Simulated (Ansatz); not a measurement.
Runs of Ansatz 0.2.0 on Al. The typed cell holds 1 atom: a = 2.824 Å, b = 2.645 Å, c = 2.800 Å, α = 110.77°, β = 108.30°, γ = 109.45°. This isn't the form of Al at room conditions, which is fcc.

```tsv
level	gap on the mesh (eV)	pressure (GPa)	relaxed volume (Å³/atom)
PBE+D3(BJ)-ATM	none	0.0	15.86
PBE+D4	none	0.0	15.83
PBE+D3(BJ)	none	0.0	(a)
PBE	none	0.0	16.50
```

Alike in all rows: task relaxation of cell and atoms; potentials or basis Ansatz PAW; no spin polarisation; cell relaxed from: cell sheared at random, sigma 0.03, atoms nudged by 0.01 Å; k mesh 11 × 12 × 12; cutoff (eV) 420; smearing fermi-dirac 0.05 eV.

**Question.** Fill in the values left out.

**Answer.** (a) 15.80.

Caveats: the plane-wave basis is chosen anew once the cell has moved, so the energies of steps on either side of that aren't comparable; pairwise dispersion overbinds metals, which lowers pressure and volume (some runs).

A gap of «none» marks a metal or a gap under the smearing width.
